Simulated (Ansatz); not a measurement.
# Rhodium, simple cubic under RPBE: structure, energy and stiffness, part 1 of 2

Aim: take rhodium in the simple cubic structure, relax it, solve it on a dense k-mesh, then scale the cell to 7 volumes from 88 to 112 % of the relaxed one and try a fit of the equation of state. Spin polarisation is left out. The k-meshes are 13×13×13 for the relaxation; 20×20×20 for the dense run; 14×14×14 for the volumes.

This is Rh in the simple cubic structure; at room conditions it is fcc.

Method: DFT RPBE, plane waves (420 eV) with PAW, scalar-relativistic; the PAW data stem from PBE, with regenerated cores, in Ansatz 0.2.0.

## (1) The system as given

The structure is cubic, space group Pm-3m (No. 221). The conventional cell has a = 2.458 Å, b = 2.458 Å, c = 2.458 Å, α = 90.00°, β = 90.00°, γ = 90.00°. Rh (site symmetry m-3m) has 6 Rh at 2.46 Å as nearest neighbours.

Structure file:

```xyz
1
Lattice="2.4581 0.0000 0.0000 0.0000 2.4581 0.0000 0.0000 0.0000 2.4581" Properties=species:S:1:pos:R:3 pbc="T T T"
Rh    0.0000    0.0000    0.0000
```

## (2) Geometry optimisation

input.yaml

```yaml
crystal:
  lattice:
    - [2.4580591709, 0.0, 0.0]
    - [0.0, 2.4580591709, 0.0]
    - [0.0, 0.0, 2.4580591709]
  atoms:
    - { symbol: Rh, position: [0.0, 0.0, 0.0] }
hamiltonian:
  xc: rpbe
  pseudopotentials:
    kind: paw
    azcp:
      Rh: "pseudopotentials/Rh.paw.azcp"
basis:
  ecutwfc: 420
  fft_grid_basis: typed
kpoints:
  mp_grid: { grid: [13, 13, 13], shift: [0, 0, 0] }
magnetization:
  spin_polarized: false
scf:
  occupations: { method: fermi_dirac, width: 0.1 }
relax:
  max_steps: 60
  f_tol: 0.01
  cell: {}
```

What it wrote:

```text
Warning: RAYON_NUM_THREADS=2 ignored (pool sized by the plan → 2); use --threads N
Engine: ansatz 0.2.0, aarch64-unknown-linux-gnu
Pseudopotentials: kind: paw
Pseudopotential: Rh, paw, valence charge 17, recommended cutoff 420 eV (normal), <dir>
Functional definition: RPBE
  parameter kappa = 0.804
  parameter beta = 0.06672455060314922
  exchange = rpbe_x(kappa = kappa, mu = beta*pi^2/3)
  correlation = pbe_c(beta = beta)
Crystal: 1 atoms, lattice volume = 14.852 Å³
Basis set: ecut = 420 eV, 257 PW (Γ), exchange–correlation on 36×36×36 points (8 copies of the dense FFT grid, shifted against one another)
Bands: 13, of which v1, the nominal top of the filled ones, is band 9 counted from 1 (8 counted from 0)
Symmetry: 48 space group operations
Space group: Pm-3m (ITA 221), of the structure as read, at distance tolerance 2.5e-5 Å
k-points: 84 of 2197
Non-local potential: Rh, projectors of the file, l = 0: 3, l = 1: 2, l = 2: 2, l = 3: 1
PAW form: soft (Blöchl's): semilocal exchange-correlation on the pseudo side does not see the compensation charge
PAW frozen core: Rh, regenerated for the run's functional, and the local potential with it (the file was generated under x = pbe(κ = 0.804, μ = 0.2195149727645171), c = pbe(β = 0.06672455060314922))
PAW one-centre angular grid: Rh, 590 points (default); XC on 64 Gauss nodes
Initial density: superposition of atomic densities (neutral atoms: chi_scale 0, normalization atom), corrected by the library's trained network
Initial wavefunctions: pseudopotential atomic-orbital guess
Functional: x = rpbe, c = pbe(β = 0.06672455060314922)
SCF iter   1: F=—  HF=-6409.508558 eV  |F-HF|=—  |Δ(HF+E_count)|=         —  Δρ=8.97e-3  dr2=8.57e-3  ethr=1.77e-3  ⟨swp⟩=4.9  Hψ=5985  notcnv=0
preconditioner: auto → none  [metal: Δε(μ)=0.045 eV  Ē_g=13.696 eV  σ=0.100 eV  W_gap=0.11  n_scr=6 (ndim 8)  ℏωp=28.9 eV  f_vac=0.000  D(μ)=1.54/eV (n_scr^D=18)  sad-step TF]
SCF iter   2: F=—  HF=-6409.507394 eV  |F-HF|=—  |Δ(HF+E_count)|=   1.16e-3  Δρ=4.42e-3  dr2=1.64e-3  ethr=5.04e-5  ⟨swp⟩=1.0  Hψ=1764  notcnv=0
SCF iter   3: F=—  HF=-6409.507132 eV  |F-HF|=—  |Δ(HF+E_count)|=   2.62e-4  Δρ=6.50e-4  dr2=2.45e-5  ethr=9.67e-6  ⟨swp⟩=2.1  Hψ=1403  notcnv=0
SCF iter   4: F=—  HF=-6409.507167 eV  |F-HF|=—  |Δ(HF+E_count)|=   3.55e-5  Δρ=1.29e-4  dr2=2.13e-6  ethr=1.44e-7  ⟨swp⟩=2.3  Hψ=1710  notcnv=0
iter 5 did not close the SCF: its close was put off for the readings that it lacked (scf_convergence_deferred on its scf_iter line)
SCF iter   5: F=-6409.507167 eV  HF=-6409.507167 eV  |F-HF|=7.93e-9  |Δ(HF+E_count)|=   2.45e-7  Δρ=1.05e-5  dr2=6.79e-9  ethr=1.25e-8  ⟨swp⟩=2.4  Hψ=1547  notcnv=0
SCF iter   6: F=-6409.507167 eV  HF=-6409.507167 eV  |F-HF|=1.78e-10  |Δ(HF+E_count)|=   9.19e-9  Δρ=1.65e-6  dr2=2.95e-10  ethr=3.99e-11  ⟨swp⟩=1.6  Hψ=3486  notcnv=0
SCF 1 converged in 6 iterations: F = -6409.507167 eV  dr2 = 2.95e-10
relax step   1: F+E_penalty+E_count = -6409.50716702 eV  Δ(F+E_penalty+E_count) = +0.000e0 eV  max|allowed force component| = 0.000e0 eV/Å  Δτ_max = 0.0000 Å  P = +26.308 GPa  Ω = 14.852 Å³  (6 SCF iters, dr2 threshold 1.00e-7 eV, accepted)
Crystal: 1 atoms, lattice volume = 17.179 Å³
Basis set: ecut = 420 eV, 341 PW (Γ), exchange–correlation on 36×36×36 points (8 copies of the dense FFT grid, shifted against one another)
Initial density: handed on by an earlier stage of this run
Initial wavefunctions: those handed on with the density
iter 1 solved again at ethr=7.34e-5 eV; its pass at ethr=3.10e-3 eV (dr2=1.25e-2 eV) is discarded
SCF iter   1: F=—  HF=-6409.635395 eV  |F-HF|=—  |Δ(HF+E_count)|=         —  Δρ=8.51e-3  dr2=1.28e-2  ethr=7.34e-5  ⟨swp⟩=1.0  Hψ=7646  notcnv=0
preconditioner: auto → none  [metal: Δε(μ)=0.030 eV  Ē_g=12.259 eV  σ=0.100 eV  W_gap=0.08  n_scr=6 (ndim 8)  ℏωp=26.9 eV  f_vac=0.000  D(μ)=1.97/eV (n_scr^D=26)]
SCF iter   2: F=—  HF=-6409.633775 eV  |F-HF|=—  |Δ(HF+E_count)|=   1.62e-3  Δρ=4.99e-3  dr2=2.45e-3  ethr=7.34e-5  ⟨swp⟩=2.1  Hψ=1696  notcnv=0
SCF iter   3: F=—  HF=-6409.633315 eV  |F-HF|=—  |Δ(HF+E_count)|=   4.60e-4  Δρ=1.86e-3  dr2=1.95e-4  ethr=1.44e-5  ⟨swp⟩=2.4  Hψ=1576  notcnv=0
SCF iter   4: F=—  HF=-6409.633477 eV  |F-HF|=—  |Δ(HF+E_count)|=   1.62e-4  Δρ=1.47e-4  dr2=1.12e-6  ethr=1.15e-6  ⟨swp⟩=2.3  Hψ=1754  notcnv=0
SCF iter   5: F=—  HF=-6409.633500 eV  |F-HF|=—  |Δ(HF+E_count)|=   2.32e-5  Δρ=7.40e-6  dr2=2.99e-9  ethr=5.88e-10  ⟨swp⟩=4.2  Hψ=3659  notcnv=0
SCF iter   6: F=-6409.633500 eV  HF=-6409.633500 eV  |F-HF|=2.55e-11  |Δ(HF+E_count)|=   1.83e-9  Δρ=1.00e-6  dr2=1.14e-10  ethr=1.76e-11  ⟨swp⟩=2.0  Hψ=3239  notcnv=0
SCF 2 converged in 6 iterations: F = -6409.633500 eV  dr2 = 1.14e-10
relax step   2: F+E_penalty+E_count = -6409.63350017 eV  Δ(F+E_penalty+E_count) = -1.263e-1 eV  max|allowed force component| = 0.000e0 eV/Å  Δτ_max = 0.0000 Å  P = -4.366 GPa  Ω = 17.179 Å³  energy of the carried Pulay correction = -1.961e-3 eV  (6 SCF iters, dr2 threshold 1.00e-7 eV, accepted)
Crystal: 1 atoms, lattice volume = 16.804 Å³
iter 1 solved again at ethr=2.92e-6 eV; its pass at ethr=3.10e-3 eV (dr2=4.97e-4 eV) is discarded
SCF iter   1: F=—  HF=-6409.640208 eV  |F-HF|=—  |Δ(HF+E_count)|=         —  Δρ=1.55e-3  dr2=4.19e-4  ethr=2.92e-6  ⟨swp⟩=1.5  Hψ=7356  notcnv=0
preconditioner: auto → none  [metal: Δε(μ)=0.033 eV  Ē_g=12.426 eV  σ=0.100 eV  W_gap=0.08  n_scr=6 (ndim 8)  ℏωp=27.2 eV  f_vac=0.000  D(μ)=1.89/eV (n_scr^D=26)]
SCF iter   2: F=—  HF=-6409.640136 eV  |F-HF|=—  |Δ(HF+E_count)|=   7.15e-5  Δρ=8.50e-4  dr2=7.32e-5  ethr=2.47e-6  ⟨swp⟩=2.2  Hψ=1557  notcnv=0
SCF iter   3: F=—  HF=-6409.640147 eV  |F-HF|=—  |Δ(HF+E_count)|=   1.05e-5  Δρ=2.96e-4  dr2=4.63e-6  ethr=4.31e-7  ⟨swp⟩=2.3  Hψ=1531  notcnv=0
SCF iter   4: F=-6409.640150 eV  HF=-6409.640149 eV  |F-HF|=2.76e-8  |Δ(HF+E_count)|=   2.66e-6  Δρ=1.99e-5  dr2=2.00e-8  ethr=5.88e-10  ⟨swp⟩=3.0  Hψ=4193  notcnv=0
SCF 3 converged in 4 iterations: F = -6409.640150 eV  dr2 = 2.00e-8
relax step   3: F+E_penalty+E_count = -6409.64014953 eV  Δ(F+E_penalty+E_count) = -6.649e-3 eV  max|allowed force component| = 0.000e0 eV/Å  Δτ_max = 0.0000 Å  P = -0.994 GPa  Ω = 16.804 Å³  energy of the carried Pulay correction = -1.665e-3 eV  (4 SCF iters, dr2 threshold 1.00e-7 eV, accepted)
Crystal: 1 atoms, lattice volume = 16.705 Å³
iter 1 solved again at ethr=1.61e-7 eV; its pass at ethr=3.10e-3 eV (dr2=2.73e-5 eV) is discarded
SCF iter   1: F=—  HF=-6409.640521 eV  |F-HF|=—  |Δ(HF+E_count)|=         —  Δρ=4.08e-4  dr2=2.80e-5  ethr=1.61e-7  ⟨swp⟩=2.0  Hψ=7088  notcnv=0
preconditioner: auto → none  [metal: Δε(μ)=0.033 eV  Ē_g=12.487 eV  σ=0.100 eV  W_gap=0.08  n_scr=6 (ndim 8)  ℏωp=27.3 eV  f_vac=0.000  D(μ)=1.88/eV (n_scr^D=26)]
SCF iter   2: F=—  HF=-6409.640547 eV  |F-HF|=—  |Δ(HF+E_count)|=   2.60e-5  Δρ=2.26e-4  dr2=4.93e-6  ethr=1.61e-7  ⟨swp⟩=2.3  Hψ=1615  notcnv=0
SCF iter   3: F=—  HF=-6409.640546 eV  |F-HF|=—  |Δ(HF+E_count)|=   1.02e-6  Δρ=8.42e-5  dr2=3.63e-7  ethr=2.90e-8  ⟨swp⟩=2.4  Hψ=1593  notcnv=0
SCF iter   4: F=-6409.640546 eV  HF=-6409.640546 eV  |F-HF|=2.30e-9  |Δ(HF+E_count)|=   2.73e-7  Δρ=5.92e-6  dr2=1.80e-9  ethr=5.88e-10  ⟨swp⟩=4.0  Hψ=3548  notcnv=0
SCF 4 converged in 4 iterations: F = -6409.640546 eV  dr2 = 1.80e-9
relax step   4: F+E_penalty+E_count = -6409.64054613 eV  Δ(F+E_penalty+E_count) = -3.966e-4 eV  max|allowed force component| = 0.000e0 eV/Å  Δτ_max = 0.0000 Å  P = -0.027 GPa  Ω = 16.705 Å³  energy of the carried Pulay correction = -1.586e-3 eV  (4 SCF iters, dr2 threshold 1.00e-7 eV, accepted)
Initial wavefunctions: pseudopotential atomic-orbital guess (no wavefunctions were taken with the density)
iter 1 solved again at ethr=7.94e-8 eV; its pass at ethr=3.10e-3 eV (dr2=1.35e-5 eV) is discarded
SCF iter   1: F=—  HF=-6409.639886 eV  |F-HF|=—  |Δ(HF+E_count)|=         —  Δρ=1.52e-3  dr2=1.10e-5  ethr=7.94e-8  ⟨swp⟩=3.0  Hψ=8863  notcnv=0
preconditioner: auto → none  [metal: Δε(μ)=0.033 eV  Ē_g=12.489 eV  σ=0.100 eV  W_gap=0.08  n_scr=6 (ndim 8)  ℏωp=27.3 eV  f_vac=0.000  D(μ)=1.88/eV (n_scr^D=26)]
SCF iter   2: F=—  HF=-6409.641366 eV  |F-HF|=—  |Δ(HF+E_count)|=   1.48e-3  Δρ=7.56e-4  dr2=2.65e-6  ethr=6.48e-8  ⟨swp⟩=2.0  Hψ=1221  notcnv=0
SCF iter   3: F=—  HF=-6409.641817 eV  |F-HF|=—  |Δ(HF+E_count)|=   4.50e-4  Δρ=9.63e-5  dr2=9.86e-7  ethr=1.56e-8  ⟨swp⟩=2.0  Hψ=1806  notcnv=0
SCF iter   4: F=—  HF=-6409.641819 eV  |F-HF|=—  |Δ(HF+E_count)|=   2.30e-6  Δρ=2.97e-5  dr2=7.01e-9  ethr=5.80e-9  ⟨swp⟩=2.2  Hψ=1469  notcnv=0
SCF iter   5: F=—  HF=-6409.641820 eV  |F-HF|=—  |Δ(HF+E_count)|=   6.81e-7  Δρ=2.32e-6  dr2=6.68e-10  ethr=4.13e-11  ⟨swp⟩=2.4  Hψ=1828  notcnv=0
SCF iter   6: F=-6409.641820 eV  HF=-6409.641820 eV  |F-HF|=1.09e-11  |Δ(HF+E_count)|=   1.28e-9  Δρ=1.99e-7  dr2=3.26e-12  ethr=1.00e-12  ⟨swp⟩=4.1  Hψ=4985  notcnv=0
SCF 5 converged in 6 iterations: F = -6409.641820 eV  dr2 = 3.26e-12
relax step   5: F+E_penalty+E_count = -6409.64181952 eV  Δ(F+E_penalty+E_count) = -1.273e-3 eV  max|allowed force component| = 0.000e0 eV/Å  Δτ_max = 0.0000 Å  P = -0.053 GPa  Ω = 16.705 Å³  stress off target by 5.32e-2 GPa  SCF on the basis re-selected at this cell (its energy is not comparable with the rows above)  (6 SCF iters)
basis re-selected at this cell: Δ(F+E_penalty+E_count) = -1.273e-3 eV, ΔP = -0.026 GPa vs the last step (what re-selecting the basis moved, of the pressure what is left beyond the Pulay correction that the steps carried, after the strain that the cell walked since its last selection, with what the two solves' SCF thresholds leave and, on support functions, any second-order correction that the steps lacked; it is no measure of the basis error at this ecutwfc). This SCF's stress stands 5.32e-2 GPa from its target on what of the cell is left free (relax.cell.stress_tol is 5.00e-2 GPa) and its largest allowed force component is 0.00e0 eV/Å (relax.f_tol is 1.00e-2 eV/Å): not within both, so this SCF does not close the relaxation
Crystal: 1 atoms, lattice volume = 16.700 Å³
iter 1 solved again at ethr=4.87e-10 eV; its pass at ethr=3.10e-3 eV (dr2=8.29e-8 eV) is discarded
SCF iter   1: F=—  HF=-6409.641794 eV  |F-HF|=—  |Δ(HF+E_count)|=         —  Δρ=2.26e-5  dr2=8.94e-8  ethr=4.87e-10  ⟨swp⟩=2.0  Hψ=7095  notcnv=0
preconditioner: auto → none  [metal: Δε(μ)=0.033 eV  Ē_g=12.491 eV  σ=0.100 eV  W_gap=0.08  n_scr=6 (ndim 8)  ℏωp=27.3 eV  f_vac=0.000  D(μ)=1.87/eV (n_scr^D=26)]
SCF iter   2: F=—  HF=-6409.641824 eV  |F-HF|=—  |Δ(HF+E_count)|=   3.05e-5  Δρ=1.28e-5  dr2=1.74e-8  ethr=4.87e-10  ⟨swp⟩=2.3  Hψ=1626  notcnv=0
SCF iter   3: F=-6409.641824 eV  HF=-6409.641824 eV  |F-HF|=6.66e-10  |Δ(HF+E_count)|=   4.09e-9  Δρ=4.25e-6  dr2=9.04e-10  ethr=4.15e-11  ⟨swp⟩=4.0  Hψ=3296  notcnv=0
SCF 6 converged in 3 iterations: F = -6409.641824 eV  dr2 = 9.04e-10
relax step   6: F+E_penalty+E_count = -6409.64182410 eV  Δ(F+E_penalty+E_count) = -4.581e-6 eV  max|allowed force component| = 0.000e0 eV/Å  Δτ_max = 0.0000 Å  P = +0.000 GPa  Ω = 16.700 Å³  energy of the carried Pulay correction = +3.688e-6 eV  (3 SCF iters, dr2 threshold 7.06e-9 eV, accepted)
iter 1 solved again at ethr=1.13e-8 eV; its pass at ethr=3.10e-3 eV (dr2=1.92e-6 eV) is discarded
SCF iter   1: F=—  HF=-6409.641794 eV  |F-HF|=—  |Δ(HF+E_count)|=         —  Δρ=4.57e-6  dr2=1.20e-9  ethr=1.13e-8  ⟨swp⟩=3.6  Hψ=9271  notcnv=0
SCF iter   2: F=—  HF=-6409.641824 eV  |F-HF|=—  |Δ(HF+E_count)|=   3.06e-5  Δρ=2.45e-6  dr2=3.08e-10  ethr=7.08e-12  ⟨swp⟩=2.1  Hψ=1856  notcnv=0
SCF iter   3: F=—  HF=-6409.641824 eV  |F-HF|=—  |Δ(HF+E_count)|=  1.68e-10  Δρ=9.80e-7  dr2=1.18e-10  ethr=1.81e-12  ⟨swp⟩=2.0  Hψ=1678  notcnv=0
SCF iter   4: F=-6409.641824 eV  HF=-6409.641824 eV  |F-HF|=9.09e-13  |Δ(HF+E_count)|=  5.46e-12  Δρ=1.76e-7  dr2=2.35e-12  ethr=1.00e-12  ⟨swp⟩=3.5  Hψ=4486  notcnv=0
SCF 7 converged in 4 iterations: F = -6409.641824 eV  dr2 = 2.35e-12
relax step   7: F+E_penalty+E_count = -6409.64182410 eV  Δ(F+E_penalty+E_count) = -7.367e-11 eV  max|allowed force component| = 0.000e0 eV/Å  Δτ_max = 0.0000 Å  P = +0.000 GPa  Ω = 16.700 Å³  stress off target by 1.98e-5 GPa  SCF on the basis re-selected at this cell (its energy is not comparable with the rows above)  (4 SCF iters)
basis re-selected at this cell: Δ(F+E_penalty+E_count) = -7.367e-11 eV, ΔP = -0.000 GPa vs the last step (what re-selecting the basis moved, of the pressure what is left beyond the Pulay correction that the steps carried, after the strain that the cell walked since its last selection, with what the two solves' SCF thresholds leave and, on support functions, any second-order correction that the steps lacked; it is no measure of the basis error at this ecutwfc). This SCF's stress stands 1.98e-5 GPa from its target on what of the cell is left free (relax.cell.stress_tol is 5.00e-2 GPa) and its largest allowed force component is 0.00e0 eV/Å (relax.f_tol is 1.00e-2 eV/Å): within both
SCF converged after 4 iterations
Free energy (F): -6409.641824 eV
Harris-Foulkes:  -6409.641824 eV  (|F-HF|=9.09e-13)
Internal energy: -6409.579479 eV  (E = F + TS)
E sigma→0 (E₀):  -6409.610651 eV
Entropy (-TS):   -0.062346 eV (-62.346 meV/atom)
Fermi energy:    17.544331 eV
--- Per-component energies (eV) ---
  E_band       = -158.152320
  E_kinetic    = 572.670078
  E_local      = -1887.093259  (includes V_loc(G=0)·N_el)
  E_nonlocal   = 356.461200
  E_hartree    = 674.362901
  E_xc         = -220.855553
  E_vxc        = -276.722044  (∫ρ·V_xc dr)
  E_paw        = -3595.335188  (= ΣΔE_a)
  E_vpaw       = -272.195103  (= ΣTr[D̂ρ^β])
  E_aug_tail   = 0.000956  (compensation charges beyond the density's cutoff)
  E_ewald      = -2309.686503
  E_core_change = -0.104111  (= ΣΔE_core)
  E_smearing   = -0.062346  (= −TS)
  E_closure    = 0.000000  (closes the sum)
  Σ components = -6409.641824   (vs F -6409.641824, Δ=0.00e0)
--- Forces (eV/Å), atoms counted from 1 ---
  atom   1  Rh     0.00000000    -0.00000000    -0.00000000
  max |Σ_I F_I| component: 2.63e-31 eV/Å
--- Stress (GPa, compression-positive) ---
        0.000020      -0.000000       0.000000
       -0.000000       0.000020       0.000000
        0.000000       0.000000       0.000020
  P = ⅓ Tr σ = 0.0000 GPa (0.000 kbar)
--- Relaxed structure (5 steps of the walk, 5 accepted, 2 SCFs on fresh bases) ---
  F+E_penalty+E_count = -6409.64182410 eV   max|allowed force component| = 0.000e0 eV/Å   (the final SCF, on the basis selected at the relaxed cell)
  cell:  # Å, volume = 16.6999 Å³
    - [2.5560625817099094, -3.355331074987137e-33, 1.8145871194773488e-33]
    - [-3.355331074987137e-33, 2.5560625817099094, 0.0]
    - [1.8145871194773488e-33, 0.0, 2.5560625817099094]
  atoms:
    - { symbol: Rh, position: [0.0, 0.0, 0.0] }
```

Wall time 4.2 s (2 threads of Arm Neoverse V1, shared host); peak memory 0.28 GiB.

Step by step:

| step | energy change (meV/atom) | largest force (eV/Å) | pressure (GPa) | volume (Å³/atom) |
| --- | --- | --- | --- | --- |
| 1 | 0.00 | 0.0000 | 26.31 | 14.852 |
| 2 | -126.33 | 0.0000 | -4.37 | 17.179 |
| 3 | -132.98 | 0.0000 | -0.99 | 16.804 |
| 4 | -133.38 | 0.0000 | -0.03 | 16.705 |
| 5 | -134.65 | 0.0000 | -0.05 | 16.705 |
| 6 | -134.66 | 0.0000 | 0.00 | 16.700 |
| 7 | -134.66 | 0.0000 | 0.00 | 16.700 |

Steps that repeat a cell are solved on a basis chosen anew, so their changes of energy are no gain of the relaxation.

Changes in the cell that was computed:

|  | before | after | change |
| --- | --- | --- | --- |
| a (Å) | 2.458 | 2.556 | +4.0 % |
| b (Å) | 2.458 | 2.556 | +4.0 % |
| c (Å) | 2.458 | 2.556 | +4.0 % |
| volume (Å³/atom) | 14.852 | 16.700 | +12.4 % |
| shortest distance (Å) | 2.458 | 2.556 | +4.0 % |
| space group (spins left aside) | Pm-3m | Pm-3m | same |

## (3) Dense single point

input.yaml

```yaml
crystal:
  lattice:
    - [2.5560625817, 0.0, 0.0]
    - [0.0, 2.5560625817, 0.0]
    - [0.0, 0.0, 2.5560625817]
  atoms:
    - { symbol: Rh, position: [0.0, 0.0, 0.0] }
hamiltonian:
  xc: rpbe
  pseudopotentials:
    kind: paw
    azcp:
      Rh: "pseudopotentials/Rh.paw.azcp"
basis:
  ecutwfc: 420
  fft_grid_basis: typed
kpoints:
  mp_grid: { grid: [20, 20, 20], shift: [0, 0, 0] }
magnetization:
  spin_polarized: false
scf:
  occupations: { method: fermi_dirac, width: 0.1 }
```

What it wrote, cut to the lines that bear on the results:

```text
Warning: RAYON_NUM_THREADS=2 ignored (pool sized by the plan → 2); use --threads N
[...]
[... 3 set-up lines as earlier in the session ...]
[...]
Crystal: 1 atoms, lattice volume = 16.700 Å³
Basis set: ecut = 420 eV, 341 PW (Γ)
Bands: 13, of which v1, the nominal top of the filled ones, is band 9 counted from 1 (8 counted from 0)
[... 1 set-up line as earlier in the session ...]
Space group: Pm-3m (ITA 221), of the structure as read, at distance tolerance 2.6e-5 Å
k-points: 286 of 8000
[...]
SCF iter   1: F=—  HF=-6409.646274 eV  |F-HF|=—  |Δ(HF+E_count)|=         —  Δρ=9.22e-3  dr2=1.34e-2  ethr=1.77e-3  ⟨swp⟩=4.8  Hψ=19909  notcnv=0
[...]
SCF iter   6: F=-6409.643603 eV  HF=-6409.643603 eV  |F-HF|=9.64e-11  |Δ(HF+E_count)|=   2.16e-9  Δρ=1.09e-6  dr2=1.56e-10  ethr=1.06e-10  ⟨swp⟩=1.0  Hψ=10504  notcnv=0
[...]
SCF converged after 6 iterations
Free energy (F): -6409.643603 eV
[...]
E sigma→0 (E₀):  -6409.613417 eV
Entropy (-TS):   -0.060370 eV (-60.370 meV/atom)
Fermi energy:    17.568144 eV
[...]
```

Wall time 1.8 s (2 threads of Arm Neoverse V1, shared host); peak memory 0.31 GiB.

## (4) Equation of state: 88 %

input.yaml

```yaml
crystal:
  lattice:
    - [2.449433802, 0.0, 0.0]
    - [0.0, 2.449433802, 0.0]
    - [0.0, 0.0, 2.449433802]
  atoms:
    - { symbol: Rh, position: [0.0, 0.0, 0.0] }
hamiltonian:
  xc: rpbe
  pseudopotentials:
    kind: paw
    azcp:
      Rh: "pseudopotentials/Rh.paw.azcp"
basis:
  ecutwfc: 420
  fft_grid_basis: typed
kpoints:
  mp_grid: { grid: [14, 14, 14], shift: [0, 0, 0] }
magnetization:
  spin_polarized: false
scf:
  occupations: { method: fermi_dirac, width: 0.1 }
  lower_state_search: "off"
output:
  stress: true
```

What it wrote, cut to the lines that bear on the results:

```text
Warning: RAYON_NUM_THREADS=2 ignored (pool sized by the plan → 2); use --threads N
[...]
[... 3 set-up lines as earlier in the session ...]
[...]
Crystal: 1 atoms, lattice volume = 14.696 Å³
Basis set: ecut = 420 eV, 257 PW (Γ)
Bands: 13, of which v1, the nominal top of the filled ones, is band 9 counted from 1 (8 counted from 0)
[... 1 set-up line as earlier in the session ...]
Space group: Pm-3m (ITA 221), of the structure as read, at distance tolerance 2.4e-5 Å
k-points: 120 of 2744
[...]
SCF iter   1: F=—  HF=-6409.489900 eV  |F-HF|=—  |Δ(HF+E_count)|=         —  Δρ=7.99e-3  dr2=8.42e-3  ethr=1.77e-3  ⟨swp⟩=4.8  Hψ=8509  notcnv=0
[...]
SCF iter   6: F=-6409.488621 eV  HF=-6409.488621 eV  |F-HF|=1.56e-10  |Δ(HF+E_count)|=   5.73e-9  Δρ=1.55e-6  dr2=3.02e-10  ethr=2.27e-10  ⟨swp⟩=2.0  Hψ=4982  notcnv=0
[...]
SCF converged after 6 iterations
Free energy (F): -6409.488621 eV
[...]
E sigma→0 (E₀):  -6409.465154 eV
Entropy (-TS):   -0.046934 eV (-46.934 meV/atom)
Fermi energy:    20.800910 eV
[...]
--- Stress (GPa, compression-positive) ---
       29.177036       0.000000       0.000000
        0.000000      29.177036       0.000000
        0.000000      -0.000000      29.177036
  P = ⅓ Tr σ = 29.1770 GPa (291.770 kbar)
```

Wall time 0.97 s (2 threads of Arm Neoverse V1, shared host); peak memory 0.27 GiB.

## (5) Equation of state: 92 %

input.yaml: that of step 4 with these lines changed.

```diff
@@ -2,5 +2,5 @@
   lattice:
-    - [2.449433802, 0.0, 0.0]
-    - [0.0, 2.449433802, 0.0]
-    - [0.0, 0.0, 2.449433802]
+    - [2.4859979061, 0.0, 0.0]
+    - [0.0, 2.4859979061, 0.0]
+    - [0.0, 0.0, 2.4859979061]
   atoms:
```

What it wrote, cut to the lines that bear on the results:

```text
Warning: RAYON_NUM_THREADS=2 ignored (pool sized by the plan → 2); use --threads N
[...]
[... 3 set-up lines as earlier in the session ...]
[...]
Crystal: 1 atoms, lattice volume = 15.364 Å³
Basis set: ecut = 420 eV, 305 PW (Γ)
Bands: 13, of which v1, the nominal top of the filled ones, is band 9 counted from 1 (8 counted from 0)
[... 2 set-up lines as earlier in the session ...]
k-points: 120 of 2744
[...]
SCF iter   1: F=—  HF=-6409.585438 eV  |F-HF|=—  |Δ(HF+E_count)|=         —  Δρ=8.44e-3  dr2=1.02e-2  ethr=1.77e-3  ⟨swp⟩=4.8  Hψ=8481  notcnv=0
[...]
SCF iter   6: F=-6409.583719 eV  HF=-6409.583719 eV  |F-HF|=8.46e-11  |Δ(HF+E_count)|=   5.59e-9  Δρ=1.11e-6  dr2=1.59e-10  ethr=1.71e-10  ⟨swp⟩=2.0  Hψ=4924  notcnv=0
[...]
SCF converged after 6 iterations
Free energy (F): -6409.583719 eV
[...]
E sigma→0 (E₀):  -6409.558485 eV
Entropy (-TS):   -0.050467 eV (-50.467 meV/atom)
Fermi energy:    19.631064 eV
[...]
--- Stress (GPa, compression-positive) ---
       16.937755       0.000000       0.000000
        0.000000      16.937755       0.000000
        0.000000       0.000000      16.937755
  P = ⅓ Tr σ = 16.9378 GPa (169.378 kbar)
```

It took 0.99 s on 2 threads of Arm Neoverse V1, shared host; peak memory 0.27 GiB.

(Continued in part 2 of 2.)
